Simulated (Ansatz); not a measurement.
Computed with Ansatz, DFT PBE, scalar-relativistic, plane waves, PAW. Settings: cutoff 420 eV, Γ-centred meshes spaced at most about 0.3 Å⁻¹, and about 0.25 Å⁻¹ or finer for metals (2π included), Gaussian smearing. No spin polarisation.

All energies are static (0 K, no zero-point motion).

Question: Which of these relaxed structures of Li4F is the lowest in energy?
1.

Space group P6/mmm (No. 191). a = 4.295 Å, b = 4.295 Å, c = 5.625 Å, α = 90.00°, β = 90.00°, γ = 120.00°
| atom | site | symmetry | x | y | z |
| --- | --- | --- | --- | --- | --- |
| Li | 4h | 3m. | 0.3333 | 0.6667 | 0.2486 |
| F | 1b | 6/mmm | 0.0000 | 0.0000 | 0.5000 |

2.

Space group P4/mmm (No. 123). a = 3.774 Å, b = 3.774 Å, c = 5.354 Å, α = 90.00°, β = 90.00°, γ = 90.00°
```tsv
atom	site	symmetry	x	y	z
Li	4i	2mm.	0.5000	0.0000	0.2428
F	1a	4/mmm	0.0000	0.0000	0.0000
```

3.

Space group Pm-3m (No. 221). a = 4.989 Å, b = 4.989 Å, c = 4.989 Å, α = 90.00°, β = 90.00°, γ = 90.00°
```
atom  site  symmetry       x       y       z
  Li    3c    4/mm.m  0.0000  0.5000  0.5000
  Li    1b      m-3m  0.5000  0.5000  0.5000
   F    1a      m-3m  0.0000  0.0000  0.0000
```

Answer: 2. The next of these, cell 1, lies 0.46 eV/atom higher. Counting Li atoms around F (those within 1.25 times the shortest such distance or 1.15 times the sum of covalent radii; a plus sign parts nearer from farther groups; the shortest distance is added where it is long for a bond): cell 2 has F 8 from 2.3 Å; cell 1 has F 12 from 2.9 Å; cell 3 has F 12+8 from 3.5 Å. All come from invented guesses. The lowest form computed isn't among them: it has space group I4/mmm (No. 139), 15.8 Å³/atom and lies 217 meV/atom below the best shown.

Cells relaxed within their symmetry can be saddle points. Some structure types and database cells were kept out of the candidates from the start, so a known form may be missing.
